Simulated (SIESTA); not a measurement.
Runs of SIESTA 5.4.2 on ZnS. The structure is cubic, space group F-43m (No. 216). The conventional cell has a = 5.404 Å, b = 5.404 Å, c = 5.404 Å, α = 90.00°, β = 90.00°, γ = 90.00°. Zn (site symmetry -43m) is surrounded by 4 S at 2.34 Å. S (site symmetry -43m) is surrounded by 4 Zn at 2.34 Å. 

```csv
task,level,potentials or basis,cell,k mesh,displacement,optimiser,force tolerance,stress tolerance (GPa),polarization grid,grid cutoff,gap on the mesh (eV),pressure (GPa),relaxed volume (Å³/atom)
band structure,RGE2,"PseudoDojo 0.4 standard (PBE files), DZP (energy shift 0.002 Ry)",as given,9 × 9 × 9,-,-,-,-,-,800 Ry,(b),2.0,-
relaxation of cell and atoms,PW86PBE,"PseudoDojo 0.4 standard (PBE files), DZP (energy shift 0.002 Ry)",relaxed,9 × 9 × 9,-,Broyden,0.02 eV/Å,-,-,800 Ry,2.33,0.1,21.28
relaxation of cell and atoms,PBEsol,"PseudoDojo 0.4 standard (PBEsol files), DZP (energy shift 0.002 Ry)",relaxed,7 × 7 × 7,-,Broyden,0.01 eV/Å,0.05,-,1200 Ry,2.62,0.0,-
relaxation of cell and atoms,LDA,"PseudoDojo 0.4 standard (LDA files), TZP (energy shift 0.002 Ry)",relaxed,7 × 7 × 7,-,Broyden,0.01 eV/Å,0.05,-,1200 Ry,(a),0.0,18.96
```

Alike in all rows: no spin polarisation; smearing fermi-dirac 0.05 eV; energy shift 0.002 Ry.

Task: Estimate the missing entries.

Result: (a) 2.47; (b) 2.71.

Caveats: semicore shells carry a single zeta, which can move pressures by several GPa and volumes by a few percent; the valence orbitals were made in a potential fitted to the semicore shell under them, which widens gaps by tenths of an eV or more; the basis of atomic orbitals isn't converged, which shifts pressures, moduli and gaps; an odd mesh through Γ misses points on the zone boundary, where band edges often lie (some runs); the potentials were made for another functional, which shifts forces and pressure (some runs); the relaxation stopped at its first step, so nothing moved (some runs).
